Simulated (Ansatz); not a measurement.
# Ionic part of the dielectric constant of HfO₂ at 12 GPa, mode by mode

Method: DFT PBEsol, scalar-relativistic, plane waves, PAW in Ansatz. Cutoff 420 eV, 8×8×8 k-points (Γ-centred), fixed occupations. No spin polarisation. Phonons by linear response, acoustic sum rule imposed.

The structure is cubic, space group Fm-3m (No. 225). The conventional cell has a = 4.974 Å, b = 4.974 Å, c = 4.974 Å, α = 90.00°, β = 90.00°, γ = 90.00°. Hf (site symmetry m-3m) has 8 O at 2.15 Å as nearest neighbours. Around O (site symmetry -43m) lie 4 Hf at 2.15 Å.

Spin–orbit coupling is left out, which matters for heavy elements. Other phases may be more stable at this pressure.

The primitive cell has V = 30.77 Å³ and ε∞,xx = 5.367. Each polar mode adds Δε = (4.92064×10⁷/V)·S/ν² along x, with S its oscillator strength in e²/amu, ν in cm⁻¹ and V in Å³.

Problem. From these modes, find each Δε and ε0,xx.
```csv
ν (cm⁻¹),S_xx (e²/amu)
277.8,1.148
```

Solution.
```json
{"ν (cm⁻¹)": "277.8", "Δε": "23.80"}
```

The sum is 23.796, so ε0,xx = 29.16; the run's tensor has 29.16.

Problem. Where do the longitudinal modes lie for a wave vector along x?

Solution. At 647 cm⁻¹. The Lyddane–Sachs–Teller product Π(ν_LO/ν_TO)² = 5.43 matches ε0/ε∞ = 5.43.

This fluorite-type form isn't the usual stable structure of the compound at low pressure.

Cost: 1 run of about 0.7 core-minutes, on Intel Xeon Platinum 8259CL (Skylake/Cascade Lake) (shared hosts).